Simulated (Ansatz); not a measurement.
**An added N started as a split pair with a N atom in zincblende BN, 65 atoms, charge −2**

Level of theory: Ansatz 0.2.0, DFT, PBEsol, PAW, plane waves.

Command:

```sh
ansatz run in.yaml --threads 8 --pin off --max-ram 118750MiB --runs-dir r --events-out ev --progress --plain --backend cuda --devices 0, --max-vram 170GiB
```

The input less its lattice and atoms (starting moments on atoms near the defect: 1 μB in all):

```yaml
crystal:
  symmetry: { detect: false }
kpoints:
  mp_grid: { grid: [1, 1, 1], shift: [0.25, 0.25, 0.25] }
hamiltonian:
  xc: pbesol
total_charge: -2
magnetization:
  spin_polarized: true
scf:
  occupations: { method: fermi_dirac, width: 0.01 }
relax:
  f_tol: 0.03
  max_steps: 80
  escape_saddle: false
  adjacent_minimum: "off"
output:
  forces: true
  eigenvalues: true
  populations: true
  charged_corrections: { epsilon: 7.1 }
```

Start:

```
B N
1.0
     7.21159    0.00000    0.00000
     0.00000    7.21159    0.00000
     0.00000    0.00000    7.21159
B N
32 33
Direct
  0.99448 0.99747 0.99624
  0.00649 0.00453 0.49941
  0.00225 0.49886 0.99999
  0.00428 0.50118 0.50099
  0.50110 0.00072 0.00047
  0.50394 0.00596 0.50281
  0.49885 0.49826 0.99386
  0.50097 0.50326 0.50015
  0.24727 0.25153 0.99990
  0.24686 0.25430 0.50435
  0.24838 0.75284 0.99739
  0.24538 0.74752 0.50388
  0.74806 0.25070 0.00261
  0.74868 0.24920 0.49997
  0.74723 0.75034 0.00121
  0.74558 0.74956 0.50085
  0.25099 0.99942 0.24373
  0.25013 0.00149 0.75311
  0.25404 0.49633 0.25583
  0.25462 0.49836 0.75453
  0.75009 0.99755 0.24640
  0.74994 0.00111 0.74759
  0.75109 0.50502 0.25313
  0.75001 0.50234 0.75002
  0.99867 0.24972 0.25185
  0.00314 0.24713 0.75414
  0.99765 0.74941 0.25108
  0.99991 0.75102 0.75460
  0.50359 0.25335 0.24969
  0.50127 0.24628 0.75422
  0.49894 0.74821 0.24991
  0.49823 0.75024 0.75384
  0.12402 0.12551 0.11829
  0.12617 0.12386 0.63030
  0.12840 0.62650 0.12389
  0.12653 0.62588 0.62463
  0.63141 0.12525 0.12312
  0.62069 0.12794 0.62808
  0.62362 0.62256 0.12505
  0.54655 0.55136 0.62516
  0.37459 0.37763 0.12296
  0.36993 0.37970 0.62207
  0.38031 0.87446 0.12404
  0.36953 0.87363 0.62433
  0.87596 0.37571 0.12050
  0.86964 0.37775 0.62423
  0.87190 0.87000 0.12605
  0.87862 0.87146 0.62574
  0.38226 0.12275 0.37937
  0.37595 0.12426 0.88286
  0.36656 0.62621 0.37576
  0.37374 0.62535 0.87643
  0.87366 0.12351 0.37135
  0.86963 0.12074 0.87593
  0.87045 0.62996 0.37742
  0.87289 0.62544 0.87929
  0.12402 0.37259 0.37235
  0.12405 0.37967 0.87739
  0.11977 0.87813 0.37869
  0.12621 0.87539 0.87544
  0.62492 0.37640 0.37869
  0.62357 0.37486 0.87090
  0.62751 0.87480 0.37340
  0.62767 0.87743 0.87833
  0.69926 0.69797 0.62914
```

Steps:

```json
{"step": "start", "energy less the first (eV)": "0.000", "largest force component (eV/Å)": "39.667"}
{"step": "1", "energy less the first (eV)": "-13.015", "largest force component (eV/Å)": "5.553"}
{"step": "2", "energy less the first (eV)": "-14.302", "largest force component (eV/Å)": "1.866"}
{"step": "3", "energy less the first (eV)": "-14.719", "largest force component (eV/Å)": "1.538"}
{"step": "4", "energy less the first (eV)": "-15.026", "largest force component (eV/Å)": "1.468"}
{"step": "5", "energy less the first (eV)": "-15.730", "largest force component (eV/Å)": "1.722"}
{"step": "6", "energy less the first (eV)": "-16.066", "largest force component (eV/Å)": "0.628"}
{"step": "7", "energy less the first (eV)": "-16.077", "largest force component (eV/Å)": "0.087"}
{"step": "8", "energy less the first (eV)": "-16.080", "largest force component (eV/Å)": "0.010"}
```

A structure on the way, about -14.30 eV from the start:

```
B N
1.0
     7.21159    0.00000    0.00000
     0.00000    7.21159    0.00000
     0.00000    0.00000    7.21159
B N
32 33
Direct
  0.00065 0.00183 0.99799
  0.00838 0.00661 0.49613
  0.00190 0.49921 0.00287
  0.99983 0.50323 0.49857
  0.49924 0.00189 0.00241
  0.50176 0.00272 0.49780
  0.49853 0.49931 0.00090
  0.48242 0.48247 0.48461
  0.24835 0.24842 0.99982
  0.24189 0.24472 0.49904
  0.24605 0.74931 0.00284
  0.25018 0.74735 0.49946
  0.74925 0.24813 0.00524
  0.74784 0.25233 0.49854
  0.75035 0.75133 0.00121
  0.76585 0.76677 0.48468
  0.24990 0.00008 0.24992
  0.24945 0.99917 0.75075
  0.24734 0.49982 0.25007
  0.24859 0.49759 0.75219
  0.75028 0.00334 0.24874
  0.75099 0.00168 0.75248
  0.74861 0.50295 0.24997
  0.75044 0.50233 0.75512
  0.99974 0.25055 0.25218
  0.00051 0.24890 0.75196
  0.00154 0.75155 0.24823
  0.00039 0.75254 0.75136
  0.49967 0.24768 0.25008
  0.50126 0.24714 0.75370
  0.49968 0.75036 0.24889
  0.49917 0.74699 0.75577
  0.12589 0.12558 0.12563
  0.12448 0.12505 0.62739
  0.12399 0.62584 0.12602
  0.12460 0.62599 0.62384
  0.62560 0.12595 0.12650
  0.62429 0.12559 0.62595
  0.62466 0.62605 0.12546
  0.55490 0.55886 0.63919
  0.37326 0.37369 0.12637
  0.35695 0.36036 0.62373
  0.37449 0.87659 0.12641
  0.37594 0.87301 0.62523
  0.87577 0.37492 0.12564
  0.87262 0.37806 0.62492
  0.87630 0.87775 0.12544
  0.89018 0.89080 0.62470
  0.37538 0.12376 0.37553
  0.37506 0.12379 0.87734
  0.36895 0.62499 0.36721
  0.36888 0.62508 0.88369
  0.87578 0.12806 0.37490
  0.87490 0.12585 0.87719
  0.87875 0.62727 0.36673
  0.88025 0.62454 0.88362
  0.12277 0.37467 0.37461
  0.12338 0.37499 0.87739
  0.12576 0.87694 0.37504
  0.12623 0.87480 0.87692
  0.62372 0.37133 0.36842
  0.62571 0.37083 0.88347
  0.62651 0.88031 0.36845
  0.62332 0.87935 0.88323
  0.69276 0.68893 0.63929
```

End:

```xyz
65
Lattice="7.2116 0.0000 0.0000 0.0000 7.2116 0.0000 0.0000 0.0000 7.2116" Properties=species:S:1:pos:R:3 pbc="T T T"
B     7.1952    0.0010    0.0034
B     0.0217    0.0359    3.6025
B     0.0217    3.6001    0.0384
B     0.0287    3.5823    3.5845
B     3.6064    7.2014    7.2039
B     3.5976    7.1921    3.6230
B     3.5976    3.6207    7.1944
B     3.3916    3.5763    3.5790
B     1.8116    1.8049    0.0026
B     1.7752    1.7713    3.6013
B     1.7713    5.4190    0.0367
B     1.7666    5.4357    3.5840
B     5.4011    1.8171    7.2010
B     5.4095    1.8254    3.6208
B     5.4096    5.3974    7.1939
B     5.6161    5.4451    3.5722
B     1.8116    0.0002    1.8072
B     1.7717    0.0343    5.4211
B     1.7755    3.5990    1.7737
B     1.7663    3.5816    5.4379
B     5.4012    7.1986    1.8193
B     5.4095    7.1914    5.3996
B     5.4095    3.6185    1.8277
B     5.6164    3.5703    5.4469
B     7.1946    1.8046    1.8068
B     0.0208    1.7685    5.4220
B     0.0209    5.4199    1.7709
B     0.0242    5.4348    5.4367
B     3.6043    1.8166    1.8188
B     3.5964    1.8224    5.3992
B     3.5963    5.3971    1.8246
B     3.3900    5.4478    5.4505
N     0.9010    0.9054    0.9078
N     0.9007    0.9057    4.5129
N     0.9007    4.5107    0.9082
N     0.9006    4.5116    4.5138
N     4.5070    0.9058    0.9082
N     4.5067    0.9048    4.5135
N     4.5067    4.5111    0.9073
N     3.8512    4.5140    4.5184
N     2.7123    2.7040    0.8985
N     2.6075    2.6325    4.5053
N     2.7117    6.3193    0.9149
N     2.6075    6.3895    4.5195
N     6.3007    2.7040    0.9166
N     6.4070    2.6332    4.5208
N     6.3007    6.3190    0.8996
N     6.4027    6.3894    4.5047
N     2.7123    0.8961    2.7064
N     2.7119    0.9124    6.3217
N     2.6080    4.5030    2.6351
N     2.6070    4.5172    6.3922
N     6.3008    0.9142    2.7064
N     6.3006    0.8973    6.3213
N     6.4070    4.5188    2.6354
N     6.4027    4.5024    6.3918
N     0.9058    2.6854    2.6876
N     0.8962    2.6858    6.3404
N     0.8964    6.3381    2.6881
N     0.9021    6.3358    6.3381
N     4.4863    2.7411    2.7436
N     4.5244    2.7388    6.2836
N     4.5242    6.2813    2.7411
N     4.4894    6.2826    6.2851
N     5.1594    4.5013    4.5030
```

Self-consistency was reached.

Time: 6.3 s of wall time on one NVIDIA GB200 with 8 processor threads, on a host shared with other runs; peak host memory 1.6 GiB.

**Question.** How much energy did the relaxation gain, and which atom moved most?

**Answer.** 16.08 eV in 8 steps, from a start with small random displacements (neighbours that lie too close to an added atom are first pushed off); atom 65 (N) moved 0.55 Å, the median atom 0.05 Å (drift of the whole cell removed).

The moment started at 1 μB and ended at 1.0 μB; no other spin state is shown. The one k point has no symmetry partners, which can distort the end along one axis.
